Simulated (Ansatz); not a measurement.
# Does disorder add resistance in series? Rh(111) layers with 12.5 % Ir

Two lengths of the disordered region are known. What area resistance does the third give?

How it was computed: Ansatz 0.2.0, plane waves with PAW datasets at their recommended cutoffs (420 eV for most), Fermi-Dirac smearing; ballistic transmission by layer matching. The area resistance is RA = A (h/2e²)(1/T − 1/N), with T the zone-mean transmission per spin and N the lead's channels, both averaged over a few energies near the Fermi level; for magnets each spin is taken apart, with h/e², and the two conduct in parallel. Lateral cell 2x2, PBE, a fresh random draw for each length.

Results; the value marked ? is to be predicted:

```tsv
length (Å)	channels N	RA (fΩ m²)
8.78	7.000	0.0251
17.6	7.000	0.0440
26.3	7.000	?
```

**Estimate by hand.**

Ohm's law makes RA linear in the length: the slope is (0.0440 − 0.0251)/(17.6 − 8.78) = 2.15×10⁻³ fΩ m² per Å, or 2.2 µΩ cm. Then 0.0440 + 2.15×10⁻³ × 8.78. Predicted: 0.0628 fΩ m².

**The withheld run.**

0.0604 fΩ m², so the prediction is 4.1 % too high. The three lengths together give 2.0 µΩ cm. The two increments are 0.019 and 0.016 fΩ m², roughly as Ohm's law has it, though with one draw for each length that is a weak test.

**Limits.** The scatterers repeat sideways with the small cell. The slope is a raw one; a model of isotropic scattering puts it 1.18 times the bulk value over these lengths. Atoms sit unrelaxed on the host's lattice, and the pair may not mix at random in practice. Spin-orbit coupling is left out, which matters for Ir.

[Logs are printed without paths, hosts, clocks, repeated set-up lines and the standing remarks that a program may print on its own settings, such as how far it seeks lower states.]
